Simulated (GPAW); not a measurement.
Runs of GPAW 26.7.0 on HgSe. It takes space group F-43m (No. 216, cubic). Conventional cell: a = 6.078 Å, b = 6.078 Å, c = 6.078 Å, α = 90.00°, β = 90.00°, γ = 90.00°. Hg (site symmetry -43m) is surrounded by 4 Se at 2.63 Å. Se (site symmetry -43m) has 4 Hg at 2.63 Å as nearest neighbours. 

| task | level | potentials or basis | cell | k mesh | smearing | optimizer | fmax | max steps | convergence | eigensolver | gap on the mesh (eV) | pressure (GPa) | relaxed volume (Å³/atom) |
| --- | --- | --- | --- | --- | --- | --- | --- | --- | --- | --- | --- | --- | --- |
| single point | PBE | GPAW PAW data sets (gpaw-data 1.2.1), pw | as given | 8 × 8 × 8 | gaussian 0.02 eV | - | - | - | - | - | none | 5.1 | - |
| single point | PBE | GPAW PAW data sets (gpaw-data 1.2.1), pw | as given | 8 × 8 × 8 | gaussian 0.019 eV | - | - | - | - | - | none | 5.1 | - |
| single point | PBE | GPAW PAW data sets (gpaw-data 1.2.1), pw | as given | 8 × 8 × 8 | gaussian 0.016 eV | - | - | - | - | - | none | 5.1 | - |
| relaxation of cell and atoms | PBE+D4 | GPAW PAW data sets (gpaw-data 1.2.1), pw | relaxed | 8 × 8 × 8 | fermi-dirac 0.05 eV | FIRE | 0.05 eV/Å | 40 | density=1e-05 forces=0.0001 | - | none | -0.3 | 29.73 |
| single point | PBE | GPAW PAW data sets (gpaw-data 1.2.1), pw | as given | 8 × 8 × 8 | gaussian 0.027 eV | - | - | - | - | - | none | 5.1 | - |
| relaxation of cell and atoms | PBEsol+D4 | PAW data sets generated in the run's folder for this functional, pw | relaxed | 8 × 8 × 8 | fermi-dirac 0.05 eV | BFGS | 0.01 eV/Å | 40 | density=1e-05 forces=0.0001 | - | none | 0.0 | (a) |
| single point | PBE | GPAW PAW data sets (gpaw-data 1.2.1), pw | as given | 8 × 8 × 8 | gaussian 0.013 eV | - | - | - | - | - | none | 5.1 | - |
| single point | PBE | GPAW PAW data sets (gpaw-data 1.2.1), pw | as given | 8 × 8 × 8 | gaussian 0.024 eV | - | - | - | - | - | none | 5.1 | - |
| single point | PBE | GPAW PAW data sets (gpaw-data 1.2.1), pw | as given | 8 × 8 × 8 | gaussian 0.023 eV | - | - | - | - | - | none | 5.1 | - |
| relaxation of cell and atoms | BLYP | PAW data sets generated in the run's folder for this functional, pw | relaxed | 8 × 8 × 8 | fermi-dirac 0.05 eV | LBFGS | 0.02 eV/Å | 40 | density=1e-05 forces=0.0001 | davidson | none | 0.0 | 33.11 |

Alike in all rows: no spin polarisation; cutoff (eV) 600.

Task: Fill in the values left out.

Result: (a) 28.46.

Caveats: later steps reuse the first step's grids (some runs); pairwise dispersion overbinds metals, which lowers pressure and volume (some runs); the volume moved by over 15 % at a fixed basis, so the end points are rough (some runs); the volume moved by +18 % from the deposited cell, more than functionals usually miss (some runs).

A k mesh can miss the band edges, and the runs leave out spin-orbit coupling on Hg, Se.

A gap of «none» marks a metal or a gap under the smearing width.
